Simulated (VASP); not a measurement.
An input for Quantum ESPRESSO's pw.x (written as the equivalent of a VASP run, and not itself run):

```
&CONTROL
  calculation = 'vc-relax'
  pseudo_dir = './pseudo'
  outdir = './out'
  tprnfor = .true.
  tstress = .true.
  nstep = 60
  forc_conv_thr = 0.00039
/
&SYSTEM
  ibrav = 0
  nat = 2
  ntyp = 2
  ecutwfc = 88
  occupations = 'smearing'
  smearing = 'gaussian'
  degauss = 0.003675
  input_dft = 'pbesol'
/
&ELECTRONS
  conv_thr = 7.3e-08
  electron_maxstep = 100
/
&IONS
/
&CELL
/
ATOMIC_SPECIES
  Na 22.990 Na.upf
  Br 79.904 Br.upf
CELL_PARAMETERS angstrom
     0.0000000    2.9618702    2.9618702
     2.9618702    0.0000000    2.9618702
     2.9618702    2.9618702    0.0000000
ATOMIC_POSITIONS crystal
  Na   0.0000000  0.0000000  1.0000000
  Br   0.5000000  0.5000000  0.5000000
K_POINTS automatic
  7 7 7 0 0 0
```

Task: Write the VASP files for the same calculation (PBEsol).

Result: Several could match; the one computed here: 
**POSCAR**
```
NaBr
1
    0.0000000000     2.9618701826     2.9618701826
    2.9618701826     0.0000000000     2.9618701826
    2.9618701826     2.9618701826     0.0000000000
Na Br
1 1
Direct
  0.0000000000   0.0000000000   1.0000000000
  0.5000000000   0.5000000000   0.5000000000
```

### INCAR
```
EDIFFG=-0.01
PREC=Accurate
LMAXMIX=4   ! l cut-off of mixed one-centre charges
EDIFF=1E-6   ! SCF stop (eV)
LCHARG=F
ISMEAR=0   ! Gaussian
NSW=60   ! most ionic steps
LREAL=F
ISIF=3   ! ions, shape and volume
SIGMA=0.05
ALGO=Normal
LASPH=T
LWAVE=F
SYSTEM=NaBr
GGA=PS   ! PBEsol
ENCUT=400   ! plane-wave cut-off (eV)
NELM=100   ! most electronic steps
IBRION=2
```

**KPOINTS**
```
Automatic
0
Gamma
7 7 7
```

POTCAR, in this order: Na_pv Br (PBE.64 set). Program: vasp_std.

The two are equivalent in intent, not identical: the potentials are each code's own (VASP's PAW set, PseudoDojo norm-conserving files in pw.x), so ENCUT and ecutwfc are chosen apart and not converted; conv_thr bounds pw.x's estimated SCF error, while EDIFF bounds the energy change between steps; forc_conv_thr acts on force components and is met together with etot_conv_thr.

The structure was generated: NaBr was put into the rock salt type (Fm-3m), which need not be its known phase. This run relaxes it. Symmetry was kept, so distortions that lower it aren't found. The start is the result of an earlier pass.
